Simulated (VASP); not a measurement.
# BaTiO3 (P4mm) in VASP: notebook, part 2 of 2

VASP 6.6.1. Earlier steps stand in the parts before.

## (3) Single point, PBE

Input file INCAR:

```
SYSTEM = BaTiO3
PREC = Accurate ; ENCUT = 520
EDIFF = 1E-7 ; ISMEAR = 0
SIGMA = 0.05 ; LREAL = .False.
LASPH = .True. ; NELM = 100
ALGO = Normal ; ISIF = 2
LWAVE = .False. ; LCHARG = .False.
GGA = PE ; NBANDS = 28
ADDGRID = .False.
```

Input file KPOINTS:

```
regular mesh
0
Gamma
  3 3 3
  0 0 0
```

Input file POSCAR:

```
BaTiO3
1.0
    3.9998000000      0.0000000000      0.0000000000
    0.0000000000      3.9998000000      0.0000000000
    0.0000000000      0.0000000000      4.0180000000
Ba Ti O
1 1 3
Direct
    0.0050340000     -0.0151990000     -0.0081960000
    0.5109990000      0.5026790000      0.4796360000
   -0.0079330000      0.4990990000      0.5319510000
    0.5087000000     -0.0034200000      0.5100070000
    0.5274750000      0.4823970000      0.0100750000
```

Potentials or basis: VASP PAW PBE potentials, release 64 (Ba_sv, Ti_sv, O).

The run is started by

```sh
$ cat potpaw_PBE.64/Ba_sv/POTCAR potpaw_PBE.64/Ti_sv/POTCAR potpaw_PBE.64/O/POTCAR > POTCAR
$ mpirun -np 1 vasp_std > vasp.out
```

OUTCAR:

```text
SYSTEM = BaTiO3
   PREC = Accurate
   ENCUT = 520
   EDIFF = 1E-7
   ISMEAR = 0
   LREAL = .False.
   LASPH = .True.
   NELM = 100
   ISIF = 2
   GGA = PE

 Found     14 irreducible k-points:

 Following reciprocal coordinates:
            Coordinates               Weight
  0.000000  0.000000  0.000000      1.000000
  0.333333  0.000000  0.000000      2.000000
  0.000000  0.333333  0.000000      2.000000
  0.333333  0.333333  0.000000      2.000000
 -0.333333  0.333333  0.000000      2.000000
  0.000000  0.000000  0.333333      2.000000
   k-points           NKPTS =     14   k-points in BZ     NKDIM =     14   number of bands    NBANDS=     28
   number of dos      NEDOS =    301   number of ions     NIONS =      5
   total plane-waves  NPLWV =  27000
   dimension x,y,z NGX =    30 NGY =   30 NGZ =   30
   dimension x,y,z NGXF=    60 NGYF=   60 NGZF=   60
   ions per type =               1   1   3
   NGX,Y,Z   is equivalent  to a cutoff of  12.47, 12.47, 12.41 a.u.
   NGXF,Y,Z  is equivalent  to a cutoff of  24.94, 24.94, 24.83 a.u.
 SYSTEM =  BaTiO3
   PREC   = accura    normal or accurate (medium, high low for compatibility)
   ISTART =      0    job   : 0-new  1-cont  2-samecut
   ICHARG =      2    charge: 1-file 2-atom 10-const
   ISPIN  =      1    spin polarized calculation?
   LNONCOLLINEAR =      F non collinear calculations
   LSORBIT =      F    spin-orbit coupling
   LASPH  =      T    aspherical Exc in radial PAW
   ENCUT  =  520.0 eV  38.22 Ry    6.18 a.u.   7.44  7.44  7.47*2*pi/ulx,y,z
   NELM   =    100;   NELMIN=  2; NELMDL= -5     # of ELM steps
   EDIFF  = 0.1E-06   stopping-criterion for ELM
   LREAL  =      F    real-space projection
   EDIFFG = 0.1E-05   stopping-criterion for IOM
   NSW    =      0    number of steps for IOM
   IBRION =     -1    ionic relax: 0-MD 1-quasi-New 2-CG
   NFREE  =      0    steps in history (QN), initial steepest desc. (CG)
   ISIF   =      2    stress and relaxation
   ISYM   =      2    0-nonsym 1-usesym 2-fastsym
   POTIM  = 0.5000    time-step for ionic-motion
   TEBEG  =    0.0;   TEEND  =   0.0 temperature during run
   PSTRESS=    0.0 pullay stress
   NELECT =      40.0000    total number of electrons
   NUPDOWN=      -1.0000    fix difference up-down
   EMIN   =  10.00;   EMAX   =-10.00  energy-range for DOS
   EFERMI =   0.00;   METHOD = LEGACY
   ISMEAR =     0;   SIGMA  =   0.05  broadening in eV -4-tet -1-fermi 0-gaus
   EFERMI_NEDOS =   21; number of points for ismear=-14 and -15
   IALGO  =     38    algorithm
   IMIX   =      4    mixing-type and parameters
     AMIX     =   0.40;   BMIX     =  1.00
     AMIX_MAG =   1.60;   BMIX_MAG =  1.00
  volume/ion in A,a.u.               =      12.86        86.76
  Fermi-wavevector in a.u.,A,eV,Ry     =   1.397653  2.641181 26.578078  1.953434
  Thomas-Fermi vector in A             =   2.520888
   LORBIT       =      0    0 simple, 1 ext, 2 COOP (PROOUT), +10 PAW based schemes
   GGA     = PE    functional components
   LHFCALC =     F    Hartree Fock is set to
   AEXX    =    0.0000 exact exchange contribution
   IVDW    =     0    specifies the selected vdW correction
   LEPSILON=     F    determine dielectric tensor
   LRPA    =     F    only Hartree local field effects (RPA)
 non-spin polarized calculation
 Gauss-broadening in eV      SIGMA  =   0.05
  energy-cutoff  :      520.00
  volume of cell :       64.28
 maximum number of plane-waves:      1743
 NGX is ok and might be reduce to    30
   NGX = 15   NGY = 15   NGZ = 15

 number of electron      40.0000002 magnetization

 Free energy of the ion-electron system (eV)
  ---------------------------------------------------
  ext. energy  EPLUGINS =         0.00000000
  ---------------------------------------------------
  free energy    TOTEN  =       -39.82426433 eV

  energy without entropy =      -39.82426433  energy(sigma->0) =      -39.82426433

 E-fermi :   3.9653     XC(G=0): -11.2387

 val. band max:        3.5503604897   @ k =   0.0000   0.0000   0.0000
 cond. band min:       5.6718726073   @ k =   0.0000   0.0000   0.0000
 fundamental gap:      2.1215121176
 Fermi energy:         3.9652812158

 k-point     1 :       0.0000    0.0000    0.0000
  band No.  band energies     occupation
      1     -52.7582      2.00000
      2     -28.9918      2.00000
      3     -28.9833      2.00000
      4     -28.9722      2.00000
      5     -21.0015      2.00000
      6     -13.0712      2.00000
[... 20 lines left out ...]
     27       8.9592      0.00000
     28      11.0814      0.00000

 k-point     2 :       0.3333    0.0000    0.0000
  band No.  band energies     occupation
      1     -52.7574      2.00000
      2     -29.0218      2.00000
      3     -28.9901      2.00000
      4     -28.9707      2.00000
      5     -20.9122      2.00000
      6     -13.2148      2.00000
[... 20 lines left out ...]
     27      10.6364      0.00000
     28      12.1825      0.00000

 k-point     3 :       0.0000    0.3333    0.0000
  band No.  band energies     occupation
      1     -52.7574      2.00000
      2     -29.0116      2.00000
      3     -28.9902      2.00000
      4     -28.9818      2.00000
      5     -20.9105      2.00000
      6     -13.2390      2.00000
[... 20 lines left out ...]
     27      10.5904      0.00000
     28      12.1041      0.00000

 k-point     4 :       0.3333    0.3333    0.0000
  band No.  band energies     occupation
      1     -52.7567      2.00000
      2     -29.0196      2.00000
      3     -29.0093      2.00000
      4     -28.9886      2.00000
      5     -20.8447      2.00000
      6     -12.9781      2.00000
[... 20 lines left out ...]
     27      12.1478      0.00000
     28      12.4849      0.00000

 k-point     5 :      -0.3333    0.3333    0.0000
  band No.  band energies     occupation
      1     -52.7567      2.00000
      2     -29.0196      2.00000
      3     -29.0093      2.00000
      4     -28.9885      2.00000
      5     -20.8447      2.00000
      6     -12.9770      2.00000
[... 20 lines left out ...]
     27      12.2034      0.00000
     28      12.4388      0.00000

 k-point     6 :       0.0000    0.0000    0.3333
  band No.  band energies     occupation
      1     -52.7575      2.00000
      2     -29.0293      2.00000
      3     -28.9819      2.00000
      4     -28.9708      2.00000
      5     -20.9152      2.00000
      6     -13.1894      2.00000
[... 20 lines left out ...]
     27      10.6543      0.00000
     28      12.1220      0.00000

 [... further k-points ...]

------------------------ aborting loop because EDIFF is reached ----------------------------------------

  FORCE on cell =-STRESS in cart. coord.  units (eV):
  Direction    XX          YY          ZZ          XY          YZ          ZX
  --------------------------------------------------------------------------------------
  -------------------------------------------------------------------------------------
  Total        1.7293102      1.8977998      2.3110412      0.0424148     -0.0331932     -0.0467270
  in kB       43.1019593     47.3014536     57.6012326      1.0571612     -0.8273183     -1.1646417
  external PRESSURE =      49.3348818 kB  Pullay stress =       0.0000000 kB

 VOLUME and BASIS-vectors are now :
 -----------------------------------------------------------------------------
  energy-cutoff  :      520.00
  volume of cell :       64.28
      direct lattice vectors                 reciprocal lattice vectors
     3.999800000  0.000000000  0.000000000     0.250012501  0.000000000  0.000000000
     0.000000000  3.999800000  0.000000000     0.000000000  0.250012501  0.000000000
     0.000000000  0.000000000  4.018000000     0.000000000  0.000000000  0.248880040

 POSITION                                       TOTAL-FORCE (eV/Angst)
 -----------------------------------------------------------------------------------
      0.02013      3.93901      3.98507         0.137079      0.365762      0.135343
      2.04389      2.01062      1.92718         0.345575     -0.092733     -0.264206
      3.96807      1.99630      2.13738         0.615737     -0.082656     -0.573019
      2.03470      3.98612      2.04921        -0.394856     -0.408015     -0.122659
      2.10979      1.92949      0.04048        -0.703535      0.217643      0.824542
 -----------------------------------------------------------------------------------
    total drift:                               -0.000333     -0.000926     -0.000463

  FREE ENERGIE OF THE ION-ELECTRON SYSTEM (eV)
  ---------------------------------------------------
  free  energy   TOTEN  =       -39.8242643276 eV

  energy  without entropy=      -39.8242643276  energy(sigma->0) =      -39.82426433
```

stdout:

```text
POSCAR found type information on POSCAR BaTiO
 POSCAR found :  3 types and       5 ions
 scaLAPACK will be used
 LDA part: xc-table for (Slater+PW92), standard interpolation
 POSCAR, INCAR and KPOINTS ok, starting setup
 FFT: planning ... GRIDC
 FFT: planning ... GRID_SOFT
 FFT: planning ... GRID
 WAVECAR not read
 entering main loop
```

It took 26 s on 1 thread of Intel Xeon Platinum 8488C (Sapphire Rapids), shared host; peak memory 0.18 GiB.

The run converged, but some of its settings lie outside the range that counts as converged, so its numbers aren't taken as properties of the crystal.

Results:

| Property | Result |
| --- | --- |
| Free energy | -39.8243 eV |
| Pressure | 4.9 GPa |
| Largest force | 1.106 eV/Å |
| Band gap on the k mesh | 2.12 eV, direct |

Caveat: the k mesh is coarse (spacing up to 0.52 Å⁻¹), so the values aren't converged; spin-orbit coupling is left out, which moves the levels of the heavy elements; an odd mesh through Γ misses points on the zone boundary, where band edges often lie.

## (4) Single point, PBE

INCAR: that of step 3 with these lines changed.

```diff
@@ -1,3 +1,3 @@
 SYSTEM = BaTiO3
-PREC = Accurate ; ENCUT = 520
+PREC = Accurate ; ENCUT = 220
 EDIFF = 1E-7 ; ISMEAR = 0
```

Input file KPOINTS:

```
regular mesh
0
Gamma
  5 5 5
  0 0 0
```

Input file POSCAR:

```
BaTiO3
1.0
    3.9998000000      0.0000000000      0.0000000000
    0.0000000000      3.9998000000      0.0000000000
    0.0000000000      0.0000000000      4.0180000000
Ba Ti O
1 1 3
Direct
    0.0000000000      0.0000000000      0.0000000000
    0.5000000000      0.5000000000      0.4900000000
    0.0000000000      0.5000000000      0.5170000000
    0.5000000000      0.0000000000      0.5170000000
    0.5000000000      0.5000000000      0.0190000000
```

Potentials or basis: VASP PAW PBE potentials, release 64 (Ba_sv, Ti_sv, O).

The run is started by

```sh
$ cat potpaw_PBE.64/Ba_sv/POTCAR potpaw_PBE.64/Ti_sv/POTCAR potpaw_PBE.64/O/POTCAR > POTCAR
$ mpirun -np 1 vasp_std > vasp.out
```

OUTCAR:

```text
SYSTEM = BaTiO3
   PREC = Accurate
   ENCUT = 220
   EDIFF = 1E-7
   ISMEAR = 0
   LREAL = .False.
   LASPH = .True.
   NELM = 100
   ISIF = 2
   GGA = PE

 Found     18 irreducible k-points:

 Following reciprocal coordinates:
            Coordinates               Weight
  0.000000  0.000000  0.000000      1.000000
  0.200000  0.000000  0.000000      4.000000
  0.400000  0.000000  0.000000      4.000000
[... 268 lines left out ...]
  FORCE on cell =-STRESS in cart. coord.  units (eV):
  Direction    XX          YY          ZZ          XY          YZ          ZX
  --------------------------------------------------------------------------------------
  -------------------------------------------------------------------------------------
  Total      -44.6344208    -44.6344208    -44.3326073      0.0000000     -0.0000000      0.0000000
  in kB    -1112.4845845  -1112.4845845  -1104.9620727      0.0000000     -0.0000000      0.0000000
  external PRESSURE =   -1109.9770806 kB  Pullay stress =       0.0000000 kB

 VOLUME and BASIS-vectors are now :
 -----------------------------------------------------------------------------
  energy-cutoff  :      220.00
  volume of cell :       64.28
      direct lattice vectors                 reciprocal lattice vectors
     3.999800000  0.000000000  0.000000000     0.250012501  0.000000000  0.000000000
     0.000000000  3.999800000  0.000000000     0.000000000  0.250012501  0.000000000
     0.000000000  0.000000000  4.018000000     0.000000000  0.000000000  0.248880040

 POSITION                                       TOTAL-FORCE (eV/Angst)
 -----------------------------------------------------------------------------------
      0.00000      0.00000      0.00000        -0.000000     -0.000000      0.077727
      1.99990      1.99990      1.96882         0.000000     -0.000000      0.489933
      0.00000      1.99990      2.07731        -0.000000     -0.000000     -0.122591
      1.99990      0.00000      2.07731         0.000000     -0.000000     -0.122591
      1.99990      1.99990      0.07634         0.000000      0.000000     -0.322477
 -----------------------------------------------------------------------------------
    total drift:                               -0.000000      0.000000      0.004232

  FREE ENERGIE OF THE ION-ELECTRON SYSTEM (eV)
  ---------------------------------------------------
  free  energy   TOTEN  =       -41.3709649245 eV

  energy  without entropy=      -41.3709649245  energy(sigma->0) =      -41.37096492
```

It took 11 s on 1 thread of Intel Xeon Platinum 8488C (Sapphire Rapids), shared host; peak memory 0.13 GiB.

The run converged, but a check on its numbers failed (symmetry, net force, bounds or a known fault of this set-up), so they aren't taken as properties of the crystal.

Caveat: the cutoff lies under the usual one of these potentials, so the numbers hold a large basis-set error; a pressure of tens of GPa on the cell as given is suspect, and the run, the potentials or the cell itself is likely at fault; spin-orbit coupling is left out, which moves the levels of the heavy elements; an odd mesh through Γ misses points on the zone boundary, where band edges often lie.
